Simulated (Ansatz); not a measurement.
SrO:

```
CELL_PARAMETERS angstrom
0.00000 2.56630 2.56630
2.56630 0.00000 2.56630
2.56630 2.56630 0.00000
ATOMIC_POSITIONS crystal
Sr 0.50000 0.50000 0.50000
O 0.00000 0.00000 0.00000
```

A run of Ansatz 0.2.0 on this cell left the log below. Logs are shortened: lines on timing, memory, paths and dates and some standing lists are left out, and cuts for length are marked.

```text
Warning: RAYON_NUM_THREADS=2 ignored (pool sized by the plan → 2); use --threads N
Engine: ansatz 0.2.0, aarch64-unknown-linux-gnu
Pseudopotentials: kind: paw
Pseudopotential: Sr, paw, valence charge 10, recommended cutoff 420 eV (normal), Sr.paw.azcp
Pseudopotential: O, paw, valence charge 6, recommended cutoff 420 eV (normal), O.paw.azcp
Functional definition: PBE
  parameter kappa = 0.804
  parameter beta = 0.06672455060314922
  exchange = pbe_x(kappa = kappa, mu = beta*pi^2/3)
  correlation = pbe_c(beta = beta)
Crystal: 2 atoms, lattice volume = 33.803 Å³
Basis set: ecut = 420 eV, 645 PW (Γ), exchange–correlation on 50×50×50 points (8 copies of the dense FFT grid, shifted against one another)
Bands: 12, of which v1, the nominal top of the filled ones, is band 8 counted from 1 (7 counted from 0)
Symmetry: 48 space group operations
Space group: Fm-3m (ITA 225), of the structure as read, at distance tolerance 3.2e-5 Å
k-points: 35 of 729
Non-local potential: Sr, projectors of the file, l = 0: 3, l = 1: 2, l = 2: 2
Non-local potential: O, projectors of the file, l = 0: 2, l = 1: 2, l = 2: 1
PAW form: soft (Blöchl's): semilocal exchange-correlation on the pseudo side does not see the compensation charge
PAW one-centre angular grid: Sr, 110 points (default); XC on 64 Gauss nodes
PAW one-centre angular grid: O, 110 points (default); XC on 64 Gauss nodes
Initial density: superposition of atomic densities (neutral atoms: chi_scale 0, normalization atom), corrected by the library's trained network
Initial wavefunctions: pseudopotential atomic-orbital guess
Functional: x = pbe(κ = 0.804, μ = 0.2195149727645171), c = pbe(β = 0.06672455060314922)
SCF iter   1: F=—  HF=-4114.615102 eV  |F-HF|=—  |Δ(HF+E_count)|=         —  Δρ=3.61e-4  dr2=5.91e-6  ethr=1.77e-3  ⟨swp⟩=8.5  Hψ=3372  notcnv=0
preconditioner: auto → none  [insulator: Δε(μ)=3.359 eV  Ē_g=16.215 eV  σ=0.028 eV  W_gap=1.00  n_scr=8 (ndim 8)  ℏωp=23.9 eV  f_vac=0.000  D(μ)=0.00/eV (n_scr^D=0)  ε∞_Penn≈3.2]
SCF iter   2: F=—  HF=-4114.616150 eV  |F-HF|=—  |Δ(HF+E_count)|=   1.05e-3  Δρ=4.19e-4  dr2=6.29e-5  ethr=3.69e-8  ⟨swp⟩=4.5  Hψ=1565  notcnv=0
SCF iter   3: F=—  HF=-4114.616179 eV  |F-HF|=—  |Δ(HF+E_count)|=   2.94e-5  Δρ=1.35e-4  dr2=3.18e-6  ethr=3.69e-8  ⟨swp⟩=2.5  Hψ=746  notcnv=0
SCF iter   4: F=—  HF=-4114.616197 eV  |F-HF|=—  |Δ(HF+E_count)|=   1.77e-5  Δρ=7.02e-5  dr2=1.25e-6  ethr=1.99e-8  ⟨swp⟩=2.9  Hψ=701  notcnv=0
SCF iter   5: F=—  HF=-4114.616197 eV  |F-HF|=—  |Δ(HF+E_count)|=   3.77e-7  Δρ=3.29e-5  dr2=3.25e-7  ethr=7.83e-9  ⟨swp⟩=1.3  Hψ=447  notcnv=0
SCF iter   6: F=-4114.616197 eV  HF=-4114.616197 eV  |F-HF|=4.55e-8  |Δ(HF+E_count)|=   7.22e-9  Δρ=1.20e-5  dr2=5.29e-8  ethr=6.25e-10  ⟨swp⟩=7.9  Hψ=2674  notcnv=0
SCF 1 converged in 6 iterations: F = -4114.616197 eV  dr2 = 5.29e-8
  greatest PAW one-centre occupation: 0.987 electrons in one spin orbital (limit 2), on the Sr atom at site 0 (counted from 0), in its partial waves of l = 0
SCF converged after 6 iterations
Free energy (F): -4114.616197 eV
Harris-Foulkes:  -4114.616197 eV  (|F-HF|=4.55e-8)
Internal energy: -4114.616197 eV  (E = F + TS)
E sigma→0 (E₀):  -4114.616197 eV
Fermi energy:    9.681438 eV
--- Per-component energies (eV) ---
  E_band       = -56.765974
  E_kinetic    = 423.488696
  E_local      = -861.439538  (includes V_loc(G=0)·N_el)
  E_nonlocal   = 250.220384
  E_hartree    = 233.146697
  E_xc         = -249.540849
  E_vxc        = -259.392348  (∫ρ·V_xc dr)
  E_paw        = -2852.376783  (= ΣΔE_a)
  E_vpaw       = -75.935833  (= ΣTr[D̂ρ^β])
  E_aug_tail   = 0.002416  (compensation charges beyond the density's cutoff)
  E_ewald      = -1058.117221
  E_smearing   = -0.000000  (= −TS)
  E_closure    = 0.000000  (closes the sum)
  Σ components = -4114.616197   (vs F -4114.616197, Δ=0.00e0)
--- Forces (eV/Å), atoms counted from 1 ---
  atom   1  Sr     0.00000000    -0.00000000     0.00000000
  atom   2  O     -0.00000000    -0.00000000    -0.00000000
  max |Σ_I F_I| component: 1.36e-29 eV/Å
--- Stress (GPa, compression-positive) ---
        3.323885       0.000000       0.000000
       -0.000000       3.323885      -0.000000
        0.000000      -0.000000       3.323885
  P = ⅓ Tr σ = 3.3239 GPa (33.239 kbar)
--- Band table (eV; the first three rows and the last of 35) ---
  k-point 0: bands = ["-24.2889", "-7.0714", "-5.9220", "-5.9220", "-5.9220", "7.9973", "7.9973", "7.9973", "12.0453", "14.2710", "14.2710", "14.2710"]
  k-point 1: bands = ["-24.2726", "-7.3670", "-5.9319", "-5.9319", "-5.6671", "7.6317", "7.8416", "7.8416", "12.6090", "14.1337", "14.5122", "14.5122"]
  k-point 2: bands = ["-24.2309", "-7.8768", "-5.9566", "-5.9566", "-5.2606", "6.9110", "7.4822", "7.4822", "13.8626", "14.0665", "15.1850", "15.1850"]
  k-point 34: bands = ["-24.1071", "-7.8122", "-6.5505", "-6.5421", "-5.3575", "6.8698", "7.4814", "7.6062", "13.6089", "14.6278", "16.7555", "18.9297"]
```

Question: What input gives this log?

Answer: Single point with PBE, no spin polarisation. The files as run (others can give the same):

input.yaml
```yaml
crystal:
  lattice:
    - [0.0, 2.5663, 2.5663]
    - [2.5663, 0.0, 2.5663]
    - [2.5663, 2.5663, 0.0]
  atoms:
    - { symbol: Sr, position: [0.5, 0.5, 0.5] }
    - { symbol: O, position: [0.0, 0.0, 0.0] }
hamiltonian:
  xc: pbe
  pseudopotentials: { kind: paw }
kpoints:
  mp_grid: { grid: [9, 9, 9] }
scf:
  occupations: { method: gaussian, width: 0.028 }
output:
  forces: true
  stress: true
  eigenvalues: true
  write_density: true
  write_potential: true
  elf: true
  volumetric_format: npy
```

Potentials or basis: Ansatz PAW.
The run is started by
```console
$ ansatz run input.yaml --threads 2 --pin off --max-ram 5632MiB --backend cpu --events-out ev --progress --plain --runs-dir out
```

Caveat: odd divisions of the mesh miss points on the zone boundary, where band edges often lie, so the gap on the mesh can be too wide; the pressure holds a Pulay correction of +0.4 GPa for the finite cutoff.
